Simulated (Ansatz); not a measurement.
All numbers below come from DFT PBE, scalar-relativistic, plane waves, PAW in Ansatz. Several structures of GdN from a search were relaxed, and the powder pattern of one of them was computed from 10° to 70° in 2θ (λ = 1.5406 Å).

Cu Kα1 powder pattern (kinematic, no thermal factors).
```json
{"2θ (°)": "29.94", "relative intensity": "25"}
{"2θ (°)": "29.99", "relative intensity": "15"}
{"2θ (°)": "33.62", "relative intensity": "100"}
{"2θ (°)": "42.89", "relative intensity": "23"}
{"2θ (°)": "53.25", "relative intensity": "21"}
{"2θ (°)": "55.54", "relative intensity": "24"}
{"2θ (°)": "62.22", "relative intensity": "4"}
{"2θ (°)": "62.30", "relative intensity": "20"}
{"2θ (°)": "62.32", "relative intensity": "2"}
{"2θ (°)": "64.46", "relative intensity": "15"}
```

Question: Which structure gives it?
A. Space group P6_3mc (No. 186), hexagonal, a = 4.064 Å, c = 5.065 Å. Gd has 4 N at 2.35–2.40 Å and 1 N at 2.66 Å; N is surrounded by 4 Gd at 2.35–2.40 Å and 1 Gd at 2.66 Å.
B. Space group Fm-3m (No. 225), cubic, a = 4.984 Å. Gd is surrounded by 6 N at 2.49 Å; N has 6 Gd at 2.49 Å.
C. Space group P6_3/mmc (No. 194), hexagonal, a = 3.438 Å, c = 5.963 Å. Gd is surrounded by 6 N at 2.48 Å; around N lie 6 Gd at 2.48 Å.

Answer: C. Its strongest line, at 2θ = 33.62°, has d = λ/(2 sin θ) = 2.664 Å and is the (1 0 1) reflection of the conventional P6_3/mmc cell with a = 3.438 Å, c = 5.963 Å. The others have their strongest lines at 30.9° (P6_3mc); 31.1° (Fm-3m). In energy it lies 141 meV/atom above the lowest of those shown.

These are computed cells and needn't be stable.
